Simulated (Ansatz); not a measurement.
## Ti: from a trial structure to a relaxed crystal

Computed with Ansatz, DFT PBE, scalar-relativistic, plane waves, PAW. Cutoff 420 eV, Γ-centred k mesh, Gaussian smearing, no spin polarisation in the final step.

The start puts Ti on the beta-tungsten (A15) structure type (Pm-3n, No. 223), at a guessed volume.

```xyz
8
Lattice="5.1676 0.0000 0.0000 0.0000 5.1676 0.0000 0.0000 0.0000 5.1676" Properties=species:S:1:pos:R:3 pbc="T T T"
Ti    2.5838    2.5838    2.5838
Ti    0.0000    0.0000    0.0000
Ti    1.2919    0.0000    2.5838
Ti    2.5838    1.2919    0.0000
Ti    2.5838    3.8757    0.0000
Ti    3.8757    0.0000    2.5838
Ti    0.0000    2.5838    3.8757
Ti    0.0000    2.5838    1.2919
```

Cell and atoms relax at zero pressure; the relaxation can't lower the symmetry of the start.

Energies count from the standard state of Ti at the same level.

Question: What does it relax into?

Answer: It keeps Pm-3n (No. 223). The result has the beta-tungsten (A15) structure. Conventional cell: a = 5.186 Å. Around Ti on Wyckoff site a (2 atoms of the primitive cell) lie 12 Ti at 2.90 Å; Ti on Wyckoff site c (6 atoms of the primitive cell) is coordinated by 2 Ti at 2.59 Å, 4 Ti at 2.90 Å and 8 Ti at 3.18 Å.

```xyz
8
Lattice="5.1858 0.0000 0.0000 0.0000 5.1858 0.0000 0.0000 0.0000 5.1858" Properties=species:S:1:pos:R:3 pbc="T T T"
Ti    2.5929    2.5929    2.5929
Ti    0.0000    0.0000    0.0000
Ti    1.2964    0.0000    2.5929
Ti    2.5929    1.2964    0.0000
Ti    2.5929    3.8893    0.0000
Ti    3.8893    0.0000    2.5929
Ti    0.0000    2.5929    3.8893
Ti    0.0000    2.5929    1.2964
```

Question: What are its volume, energy, density and gap?

Answer: The volume per atom is 17.43 Å³. The density is 4.56 g/cm³. The energy over the standard structure is 0.19 eV/atom. The gap on the 8×8×8 mesh is 0 eV (a metal).

The final run used a 8×8×8 mesh on its 8-atom cell and 0.10 eV smearing. The k mesh leaves about 4 meV/atom of noise in metals. A structure relaxed within its symmetry needn't be a true minimum.